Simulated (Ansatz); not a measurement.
Theory: DFT PBE, scalar-relativistic, plane waves, PAW (Ansatz). All cells share a 420 eV cutoff and Γ-centred k meshes spaced at most about 0.3 Å⁻¹ (about 0.25 or finer for metals, 2π included). No spin polarisation.

These are static total energies at zero pressure.

Compare these two cells of SnSe5, each relaxed at this level.

A.

```cif
data_structure
_symmetry_space_group_name_H-M 'P6/mmm'
_symmetry_Int_Tables_number 191
_cell_length_a 7.2153
_cell_length_b 7.2153
_cell_length_c 3.5503
_cell_angle_alpha 90.000
_cell_angle_beta 90.000
_cell_angle_gamma 120.000
_cell_volume 160.07
loop_
_atom_site_label
_atom_site_type_symbol
_atom_site_symmetry_multiplicity
_atom_site_Wyckoff_symbol
_atom_site_fract_x
_atom_site_fract_y
_atom_site_fract_z
_atom_site_occupancy
Sn1 Sn 1 a 0.00000 0.00000 0.00000 1
Se1 Se 2 c 0.33333 0.66667 0.00000 1
Se2 Se 3 g 0.50000 0.00000 0.50000 1
```

B.

```cif
data_structure
_symmetry_space_group_name_H-M 'P-6m2'
_symmetry_Int_Tables_number 187
_cell_length_a 3.8251
_cell_length_b 3.8251
_cell_length_c 11.5431
_cell_angle_alpha 90.000
_cell_angle_beta 90.000
_cell_angle_gamma 120.000
_cell_volume 146.27
loop_
_atom_site_label
_atom_site_type_symbol
_atom_site_symmetry_multiplicity
_atom_site_Wyckoff_symbol
_atom_site_fract_x
_atom_site_fract_y
_atom_site_fract_z
_atom_site_occupancy
Sn1 Sn 1 a 0.00000 0.00000 0.00000 1
Se1 Se 2 i 0.66667 0.33333 0.84598 1
Se2 Se 2 g 0.00000 0.00000 0.64998 1
Se3 Se 1 f 0.66667 0.33333 0.50000 1
```

Task: Which is lower in energy, and by how much?

Result: B is lower, by 234 meV/atom. A has space group P6/mmm (No. 191), 26.7 Å³/atom and no gap on its mesh; B has space group P-6m2 (No. 187), 24.4 Å³/atom and no gap. Counting Se atoms around Sn (those within 1.25 times the shortest such distance or 1.15 times the sum of covalent radii, 1.27 where that leaves under three; the shortest distance is added where it exceeds 1.18 times the sum of covalent radii), A has Sn 18 from 4.0 Å and B has Sn 6. Even the lower one lies +0.16 eV/atom against the reference forms of the elements (uncorrected), so neither is stable at this level. In A, Sn is surrounded by 2 Sn at 3.55 Å and 18 Se at 4.02–4.17 Å; around Se on a site of symmetry -6m2 lie 6 Se at 2.74 Å; Se on a site of symmetry mmm is surrounded by 4 Se at 2.74 Å, 6 Se at 3.55–3.61 Å and 4 Sn at 4.02 Å. In B, Sn is surrounded by 6 Se at 2.84 Å; Se on a site of symmetry 3m is surrounded by 3 Sn at 2.84 Å and 3 Se at 3.16 Å; around Se on a second site of symmetry 3m lie 3 Se at 2.81 Å and 3 Se at 3.16 Å; 1 more site not described. Both come from invented guesses.

No dispersion correction is applied, so the spacing and binding between layers, chains or molecules are poorly described (P-6m2), and this can change margins and order among such cells. Cells relaxed within their symmetry can be saddle points.
